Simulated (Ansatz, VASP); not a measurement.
Two plane-wave programs on P

INCAR

```
PREC = Accurate
ENCUT = 520
EDIFF = 1E-7
ISMEAR = -1
SIGMA = 0.05
LREAL = False
LASPH = True
NELM = 100
ALGO = Normal
ISIF = 2
LWAVE = False
LCHARG = False
GGA = PE
NBANDS = 12
```

Contents of KPOINTS:

```
Automatic mesh
0
Gamma
  11 11 6
```

POSCAR

```
P
1.0
    2.4084205063      0.0000000000      0.0000000000
    0.0000000000      2.4221686434      0.0000000000
   -0.0201781203      0.0000000000      4.8198652532
P
2
Direct
    0.0000000300      0.0000000000      0.7494253600
    0.9999999700      0.0000000000      0.2505746400
```

input.yaml

```yaml
crystal:
  lattice:
    - [2.4084205063, 0.0, 0.0]
    - [0.0, 2.4221686434, 0.0]
    - [-0.0201781203, 0.0, 4.8198652532]
  atoms:
    - { symbol: P, position: [3.0e-08, 0.0, 0.74942536] }
    - { symbol: P, position: [0.99999997, 0.0, 0.25057464] }
hamiltonian:
  xc: pbe
  pseudopotentials: { kind: paw }
kpoints:
  mp_grid: { grid: [11, 11, 6] }
scf:
  occupations: { method: fermi_dirac, width: 0.05 }
output:
  forces: true
  stress: true
  eigenvalues: true
```

Change from the starting cell: volume scaled by 0.98.

Alike in both runs: task single point; functional PBE; k mesh 11 × 11 × 6; occupations fermi-dirac, width 0.05 eV; no spin polarisation.

|  | VASP | Ansatz |
| --- | --- | --- |
| version | VASP 6.6.1 | Ansatz 0.2.0 |
| potentials or method | VASP PAW PBE potentials, release 64 (P) | Ansatz PAW |
| plane-wave cutoff (eV) | 520 | 420 |
| valence electrons in the cell | 10 | 10 |

VASP gave:

```
gap on the k mesh at the Fermi level (eV)       : none
pressure (GPa)                                  : 4.6
largest component of the traceless stress (GPa) : 0.78
rms of the force components (eV/Å)              : 0.005
```

Question: Which values does Ansatz return?

Answer: gap on the k mesh at the Fermi level (eV): none; pressure (GPa): 4.9; largest component of the traceless stress (GPa): 0.77; rms of the force components (eV/Å): 0.005.

Atom by atom the forces differ by 0.001 eV/Å (rms over components). A gap of «none» marks a metal or a gap that the smearing closes.
